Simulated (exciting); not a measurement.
# Ca (Fm-3m) in exciting: reference runs

Aim: a first look at Ca with PBE, on the cell as given and on a disturbed one.

All numbers are computed with exciting (release sodium); they aren't measurements. Logs are shortened: lines on timing, memory, paths and dates and some standing lists are left out, and cuts for length are marked.

## (1) The structure

Symmetry: Fm-3m, No. 225, cubic system. The conventional cell has a = 5.588 Å, b = 5.588 Å, c = 5.588 Å, α = 90.00°, β = 90.00°, γ = 90.00°. Ca (site symmetry m-3m) is surrounded by 12 Ca at 3.95 Å.

## (2) Single point, PBE

input.xml

```xml
<input>
  <title>Ca</title>
  <structure speciespath="./" tshift="false">
    <crystal scale="1">
      <basevect>0.000000000000 5.280272737429 5.280272737429</basevect>
      <basevect>5.280272737429 0.000000000000 5.280272737429</basevect>
      <basevect>5.280272737429 5.280272737429 0.000000000000</basevect>
    </crystal>
    <species speciesfile="Ca.xml" rmt="2.2">
      <atom coord="0.000000000000 0.000000000000 0.000000000000"/>
    </species>
  </structure>
  <groundstate do="fromscratch" ngridk="8 8 8" rgkmax="7" gmaxvr="14" lmaxapw="10" lmaxmat="10" lmaxvr="8" xctype="GGA_PBE" stype="Fermi Dirac" swidth="0.00183747" nempty="8" ValenceRelativity="iora*" epsengy="1e-06" epspot="1e-06" maxscl="80" tforce="true" outputlevel="normal"/>
  <properties>
    <chargedensityplot>
      <plot3d>
        <box grid="20 20 20">
          <origin coord="0 0 0"/>
          <point coord="1 0 0"/>
          <point coord="0 1 0"/>
          <point coord="0 0 1"/>
        </box>
      </plot3d>
    </chargedensityplot>
    <elfplot>
      <plot3d>
        <box grid="20 20 20">
          <origin coord="0 0 0"/>
          <point coord="1 0 0"/>
          <point coord="0 1 0"/>
          <point coord="0 0 1"/>
        </box>
      </plot3d>
    </elfplot>
    <exccplot>
      <plot3d>
        <box grid="20 20 20">
          <origin coord="0 0 0"/>
          <point coord="1 0 0"/>
          <point coord="0 1 0"/>
          <point coord="0 0 1"/>
        </box>
      </plot3d>
    </exccplot>
  </properties>
</input>
```

Potentials or basis: all-electron LAPW+lo, shipped species files, valence relativity iora*.

Run with:

```console
> OMP_NUM_THREADS=1 exciting_smp
```

INFO.OUT:

```text
================================================================================
EXCITING SODIUM started
[... 10 lines left out ...]

 Lattice vectors (cartesian) :
      0.0000000000      5.2802727374      5.2802727374
      5.2802727374      0.0000000000      5.2802727374
      5.2802727374      5.2802727374      0.0000000000

 Reciprocal lattice vectors (cartesian) :
     -0.5949678757      0.5949678757      0.5949678757
      0.5949678757     -0.5949678757      0.5949678757
      0.5949678757      0.5949678757     -0.5949678757

 Unit cell volume                           :     294.4415272554
 Brillouin zone volume                      :       0.8424430336

 Species :    1 (Ca)
     parameters loaded from                 :    Ca.xml
     name                                   :    calcium
     nuclear charge                         :     -20.00000000
     electronic charge                      :      20.00000000
     atomic mass                            :   73057.72470000
     muffin-tin radius                      :       2.20000000
     # of radial points in muffin-tin       :     350

     atomic positions (lattice) :
[... 7 lines left out ...]
 Number of crystal symmetries               :      48

 k-point grid                               :       8    8    8
 Total number of k-points                   :      29
 k-point set is reduced with crystal symmetries

 R^MT_min * |G+k|_max (rgkmax)              :       7.00000000
 Species with R^MT_min                      :       1 (Ca)
 Maximum |G+k| for APW functions            :       3.18181818
 Maximum |G| for potential and density      :      14.00000000

 G-vector grid sizes                        :      36    36    36
 Total number of G-vectors                  :   13635

 Maximum angular momentum used for
     APW functions                          :      10
     computing H and O matrix elements      :      10
     potential and density                  :       8
     inner part of muffin-tin               :       2

 Total nuclear charge                       :     -20.00000000
 Total electronic charge                    :      20.00000000
 Total core charge                          :      10.00000000
 Total valence charge                       :      10.00000000

 Number of empty states                     :       8
 Total number of valence states             :      14

 Maximum Hamiltonian size                   :     177
 Maximum number of plane-waves              :     169
 Total number of local-orbitals             :       8

 Exchange-correlation type                  :      20
[... 23 lines left out ...]
+ SCF iteration number :    1                                                  +
++++++++++++++++++++++++++++++++++++++++++++++++++++++++++++++++++++++++++++++++
 Total energy                               :      -680.89065083
 _______________________________________________________________
 Fermi energy                               :         0.11018657
 Kinetic energy                             :       685.46666686
 Coulomb energy                             :     -1330.22055013
 Exchange energy                            :       -35.32198190
 Correlation energy                         :        -0.81478566

 DOS at Fermi energy (states/Ha/cell)       :        41.48690557

 Electron charges :
     core                                   :        10.00000000
     core leakage                           :         0.00000014
     valence                                :        10.00000000
     interstitial                           :         2.14056088
     charge in muffin-tin spheres :
                  atom     1    Ca          :        17.85943912
     total charge in muffin-tins            :        17.85943912
     total charge                           :        20.00000000

++++++++++++++++++++++++++++++++++++++++++++++++++++++++++++++++++++++++++++++++
+ SCF iteration number :    2                                                  +
++++++++++++++++++++++++++++++++++++++++++++++++++++++++++++++++++++++++++++++++
 Total energy                               :      -680.66706912
 _______________________________________________________________
 Fermi energy                               :         0.11008070
 Kinetic energy                             :       685.55207058
 Coulomb energy                             :     -1330.09079897
 Exchange energy                            :       -35.31363090
 Correlation energy                         :        -0.81470983

 DOS at Fermi energy (states/Ha/cell)       :        41.64090714

 Electron charges :
     core                                   :        10.00000000
     core leakage                           :         0.00000014
     valence                                :        10.00000000
     interstitial                           :         2.14527839
     charge in muffin-tin spheres :
                  atom     1    Ca          :        17.85472161
     total charge in muffin-tins            :        17.85472161
     total charge                           :        20.00000000

 RMS change in effective potential (target) :  0.375385E-01  ( 0.100000E-05)
 Absolute change in total energy   (target) :  0.223582      ( 0.100000E-05)
 Charge distance                   (target) :  0.718554E-03  ( 0.100000E-04)
 Abs. change in max-nonIBS-force   (target) :   0.00000      ( 0.500000E-04)

++++++++++++++++++++++++++++++++++++++++++++++++++++++++++++++++++++++++++++++++
+ SCF iteration number :    3                                                  +
++++++++++++++++++++++++++++++++++++++++++++++++++++++++++++++++++++++++++++++++
 Total energy                               :      -680.52988270
 _______________________________________________________________
 Fermi energy                               :         0.10991600
 Kinetic energy                             :       685.59967691
 Coulomb energy                             :     -1330.00651389
 Exchange energy                            :       -35.30838217
 Correlation energy                         :        -0.81466354

 DOS at Fermi energy (states/Ha/cell)       :        41.75522762

 Electron charges :
     core                                   :        10.00000000
     core leakage                           :         0.00000014
     valence                                :        10.00000000
     interstitial                           :         2.14810921
     charge in muffin-tin spheres :
                  atom     1    Ca          :        17.85189079
     total charge in muffin-tins            :        17.85189079
     total charge                           :        20.00000000
[... 213 lines left out ...]
 DOS at Fermi energy (states/Ha/cell)       :        42.01964926

 Electron charges :
     core                                   :        10.00000000
     core leakage                           :         0.00000014
     valence                                :        10.00000000
     interstitial                           :         2.15064369
     charge in muffin-tin spheres :
                  atom     1    Ca          :        17.84935631
     total charge in muffin-tins            :        17.84935631
     total charge                           :        20.00000000

 RMS change in effective potential (target) :  0.729036E-08  ( 0.100000E-05)
 Absolute change in total energy   (target) :  0.801934E-06  ( 0.100000E-05)
 Charge distance                   (target) :  0.910719E-08  ( 0.100000E-04)
 Abs. change in max-nonIBS-force   (target) :   0.00000      ( 0.500000E-04)

++++++++++++++++++++++++++++++++++++++++++++++++++++++++++++++++++++++++++++++++
+ SCF iteration number :   12                                                  +
++++++++++++++++++++++++++++++++++++++++++++++++++++++++++++++++++++++++++++++++
 Total energy                               :      -680.39501278
 _______________________________________________________________
 Fermi energy                               :         0.10915678
 Kinetic energy                             :       685.61318014
 Coulomb energy                             :     -1329.89131540
 Exchange energy                            :       -35.30225164
 Correlation energy                         :        -0.81462588

 DOS at Fermi energy (states/Ha/cell)       :        42.01965392

 Electron charges :
     core                                   :        10.00000000
     core leakage                           :         0.00000014
     valence                                :        10.00000000
     interstitial                           :         2.15064369
     charge in muffin-tin spheres :
                  atom     1    Ca          :        17.84935631
     total charge in muffin-tins            :        17.84935631
     total charge                           :        20.00000000

 RMS change in effective potential (target) :  0.384163E-08  ( 0.100000E-05)
 Absolute change in total energy   (target) :  0.184000E-06  ( 0.100000E-05)
 Charge distance                   (target) :  0.522516E-09  ( 0.100000E-04)
 Abs. change in max-nonIBS-force   (target) :   0.00000      ( 0.500000E-04)

++++++++++++++++++++++++++++++++++++++++++++++++++++++++++++++++++++++++++++++++
| Convergency criteria checked for the last 2 iterations                       +
| Convergence targets achieved. Performing final SCF iteration                 +
++++++++++++++++++++++++++++++++++++++++++++++++++++++++++++++++++++++++++++++++
 Total energy                               :      -680.39501285
 _______________________________________________________________
 Fermi energy                               :         0.10915678
 Kinetic energy                             :       685.61318006
 Coulomb energy                             :     -1329.89131539
 Exchange energy                            :       -35.30225164
 Correlation energy                         :        -0.81462588

 DOS at Fermi energy (states/Ha/cell)       :        42.01965705

 Electron charges :
     core                                   :        10.00000000
     core leakage                           :         0.00000014
     valence                                :        10.00000000
     interstitial                           :         2.15064369
     charge in muffin-tin spheres :
                  atom     1    Ca          :        17.84935631
     total charge in muffin-tins            :        17.84935631
     total charge                           :        20.00000000

++++++++++++++++++++++++++++++++++++++++++++++++++++++++++++++++++++++++++++++++
+ Self-consistent loop stopped                                                 +
++++++++++++++++++++++++++++++++++++++++++++++++++++++++++++++++++++++++++++++++
 STATE.OUT is written

--------------------------------------------------------------------------------
- Writing atomic positions and forces                                          -
--------------------------------------------------------------------------------

 Atomic positions (lattice) :
 atom     1  Ca  :     0.00000000    0.00000000    0.00000000

 Total atomic forces including IBS (cartesian) :
 atom     1  Ca  :     0.00000000    0.00000000    0.00000000

 Atomic force components including IBS (cartesian) :
 atom     1  Ca  :     0.00000000    0.00000000    0.00000000   HF force
                 :     0.00000000    0.00000000    0.00000000   core correction
                 :     0.00000000    0.00000000    0.00000000   IBS correction

********************************************************************************
[... 7 lines left out ...]
| EXCITING SODIUM stopped                                                      =
================================================================================
```

It took 19 s on 1 thread of Intel Xeon Platinum 8375C at 2.90GHz (Ice Lake), shared host; peak memory 0.12 GiB.

What came out:

- Free energy: -18514.5037 eV
- Band gap on the k mesh: none (metal or under the smearing width)
- All electrons inside the program's atomic spheres: Ca 17.85 (radii Ca 2.2 bohr)

Caveat: rgkmax is low for these elements, so energy differences scatter by about 1 meV per atom; the log's total energy holds no entropy term; the free energy is that total less TS from the occupations.

## (3) Single point, PBE (cell strained at random at fixed volume)

input.xml

```xml
<input>
  <title>Ca</title>
  <structure speciespath="./" tshift="false">
    <crystal scale="1">
      <basevect>0.042724817952 5.309298930704 5.186859795637</basevect>
      <basevect>5.201461709402 0.074876618236 5.154707995352</basevect>
      <basevect>5.385417099004 5.461098740569 -0.109076881640</basevect>
    </crystal>
    <species speciesfile="Ca.xml" rmt="2.2">
      <atom coord="-0.000727000000 0.003239000000 -0.001058000000"/>
    </species>
  </structure>
  <groundstate do="fromscratch" ngridk="8 8 8" rgkmax="7" gmaxvr="14" lmaxapw="10" lmaxmat="10" lmaxvr="8" xctype="GGA_PBE" stype="Fermi Dirac" swidth="0.00183747" nempty="8" ValenceRelativity="iora*" epsengy="1e-06" epspot="1e-06" maxscl="80" tforce="true" outputlevel="normal"/>
</input>
```

Potentials or basis: all-electron LAPW+lo, shipped species files, valence relativity iora*.

Run with:

```console
> OMP_NUM_THREADS=1 exciting_smp
```

INFO.OUT:

```text
================================================================================
EXCITING SODIUM started
[... 10 lines left out ...]

 Lattice vectors (cartesian) :
      0.0427248180      5.3092989307      5.1868597956
      5.2014617094      0.0748766182      5.1547079954
      5.3854170990      5.4610987406     -0.1090768816

 Reciprocal lattice vectors (cartesian) :
     -0.6008844103      0.6044923614      0.5975537142
      0.6168150471     -0.5961796650      0.6051720831
      0.5757247913      0.5710196289     -0.5892412293

 Unit cell volume                           :     294.4414944108
 Brillouin zone volume                      :       0.8424431276

 Species :    1 (Ca)
     parameters loaded from                 :    Ca.xml
     name                                   :    calcium
     nuclear charge                         :     -20.00000000
     electronic charge                      :      20.00000000
[... 401 lines left out ...]
++++++++++++++++++++++++++++++++++++++++++++++++++++++++++++++++++++++++++++++++
 Total energy                               :      -680.39482377
 _______________________________________________________________
 Fermi energy                               :         0.10958218
 Kinetic energy                             :       685.61358127
 Coulomb energy                             :     -1329.89146762
 Exchange energy                            :       -35.30231708
 Correlation energy                         :        -0.81462034

 DOS at Fermi energy (states/Ha/cell)       :        37.37230636

 Electron charges :
     core                                   :        10.00000000
     core leakage                           :         0.00000014
     valence                                :        10.00000000
     interstitial                           :         2.15036321
     charge in muffin-tin spheres :
                  atom     1    Ca          :        17.84963679
     total charge in muffin-tins            :        17.84963679
     total charge                           :        20.00000000

++++++++++++++++++++++++++++++++++++++++++++++++++++++++++++++++++++++++++++++++
+ Self-consistent loop stopped                                                 +
++++++++++++++++++++++++++++++++++++++++++++++++++++++++++++++++++++++++++++++++
 STATE.OUT is written

--------------------------------------------------------------------------------
- Writing atomic positions and forces                                          -
--------------------------------------------------------------------------------

 Atomic positions (lattice) :
 atom     1  Ca  :     0.99927300    0.00323900    0.99894200

 Total atomic forces including IBS (cartesian) :
 atom     1  Ca  :     0.00000000    0.00000000    0.00000000

 Atomic force components including IBS (cartesian) :
 atom     1  Ca  :     0.00000000    0.00000000    0.00000000   HF force
                 :     0.00000000    0.00000000    0.00000000   core correction
                 :     0.00000000    0.00000000    0.00000000   IBS correction

********************************************************************************
* Groundstate module stopped                                                   *
********************************************************************************

================================================================================
| EXCITING SODIUM stopped                                                      =
================================================================================
```

EVALCORE.OUT:

```text
Species :    1 (Ca), atom :    1
 n =  1, l =  0, k =  1 :   -144.8277078
 n =  2, l =  0, k =  1 :   -14.92910136
 n =  2, l =  1, k =  1 :   -12.09353431
 n =  2, l =  1, k =  2 :   -11.95801199
```

It took 2.2 min on 1 thread of Intel Xeon Platinum 8375C at 2.90GHz (Ice Lake), shared host; peak memory 0.12 GiB.

What came out:

* Free energy: -18514.4973 eV
* Band gap on the k mesh: none (metal or under the smearing width)
* All electrons inside the program's atomic spheres: Ca 17.85 (radii Ca 2.2 bohr)

Caveat: rgkmax is low for these elements, so energy differences scatter by about 1 meV per atom; the log's total energy holds no entropy term; the free energy is that total less TS from the occupations.
